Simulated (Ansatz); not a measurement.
SiO$_{2}$ (Fddd)

These are results of DFT r2SCAN, scalar-relativistic, plane waves, PAW (Ansatz), not measurements.

Plane waves to 500 eV, a k mesh through Γ of 6×6×6 on the computed 12-atom cell and Gaussian smearing (0.02 eV); no spin polarisation.

The structure is relaxed at this level of theory with its symmetry kept. This form isn't the usual stable structure of the compound.

The structure is orthorhombic, space group Fddd (No. 70). Conventional cell: a = 4.714 Å, b = 9.434 Å, c = 14.731 Å, α = 90.00°, β = 90.00°, γ = 90.00°. Si (site symmetry 2) has 4 O at 1.60 to 1.62 Å as nearest neighbours. O (site symmetry -1) has 2 Si at 1.60 Å as nearest neighbours. Around O (site symmetry 2) lie 2 Si at 1.62 Å.

| Item | Value |
| --- | --- |
| Volume per atom | 13.65 Å³ |
| Formation energy from the elements' standard states (uncorrected) | -3.007 eV/atom |
| Generalised Kohn–Sham band gap | 6.40 eV, direct at Γ |
| Löwdin character of the top 1 eV of the valence band | O 2p 97 % |
| Löwdin character of the lowest 1 eV of the conduction band | Si 3s 40 %, O 2s 19 %, Si 3p 16 %, unprojected 20 % |
| Electron masses at the edge by Cartesian direction of the standard setting (m_e; degenerate bands sorted by energy; no spin-orbit coupling) | x: 0.52; y: 0.53; z: 0.51 |
| Hole masses at the edge by Cartesian direction of the standard setting (m_e; degenerate bands sorted by energy; no spin-orbit coupling) | x: 2.5; y: 3.1; z: 1.8 |
| Bulk modulus | 129 GPa |
| Its pressure derivative | 2.5 |